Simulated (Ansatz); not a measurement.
Crystal: SnSe.

```
Sn Se
1.0
    11.42000    0.00000    0.00000
     0.00000    4.19000    0.00000
     0.00000    0.00000    4.46000
Sn Se
4 4
Direct
  0.87700 0.75000 0.90900
  0.62300 0.25000 0.40900
  0.37700 0.75000 0.59100
  0.12300 0.25000 0.09100
  0.64300 0.75000 0.98400
  0.85700 0.25000 0.48400
  0.14300 0.75000 0.51600
  0.35700 0.25000 0.01600
```

| Item | Value |
| --- | --- |
| Program | Ansatz 0.2.0 |
| Task | relaxation of cell and atoms |
| Functional | BLYP |
| Dispersion | D4 |
| Potentials or basis | Ansatz PAW |
| Cutoff | 420 eV (not typed: the program's choice for these potentials) |
| k mesh | 3 × 6 × 6 |
| Occupations | fermi-dirac, width 0.05 eV |
| Spin | no spin polarisation |

At the start: volume 26.68 Å³/atom.

Where does the relaxation end?

It ends after 10 steps and the volume is 28.47 Å³/atom (+6.7 %); space group Pnma (No. 62, to 0.05 Å).

Step by step:
| step | energy change (eV) | largest force (eV/Å) | volume (Å³) |
| --- | --- | --- | --- |
| 1 | 0.0000 | 0.2757 | 213.41 |
| 2 | -0.4949 | 0.1319 | 237.26 |
| 3 | -0.5519 | 0.1909 | 231.75 |
| 4 | -0.5661 | 0.1801 | 230.30 |
| 5 | -0.5848 | 0.0686 | 227.55 |
| 6 | -0.5916 | 0.0403 | 228.10 |
| 7 | -0.5933 | 0.0136 | 227.91 |
| 8 | -0.5937 | 0.0126 | 227.57 |
| 9 | -0.5938 | 0.0047 | 227.73 |
| 10 | -0.5962 | 0.0052 | 227.73 |

Final structure:
```
CELL_PARAMETERS angstrom
11.86047 0.00000 0.00000
0.00000 4.21530 0.00000
0.00000 0.00000 4.55501
ATOMIC_POSITIONS crystal
Sn 0.87724 0.75000 0.87400
Sn 0.62276 0.25000 0.37400
Sn 0.37724 0.75000 0.62600
Sn 0.12276 0.25000 0.12600
Se 0.64428 0.75000 0.96605
Se 0.85572 0.25000 0.46605
Se 0.14428 0.75000 0.53395
Se 0.35572 0.25000 0.03395
```

Caveat: the plane-wave basis is chosen anew once the cell has moved, so the energies of steps on either side of that aren't comparable; the PAW data sets come from PBE, with cores solved anew for the run's functional, which leaves a small shift of forces and pressure.
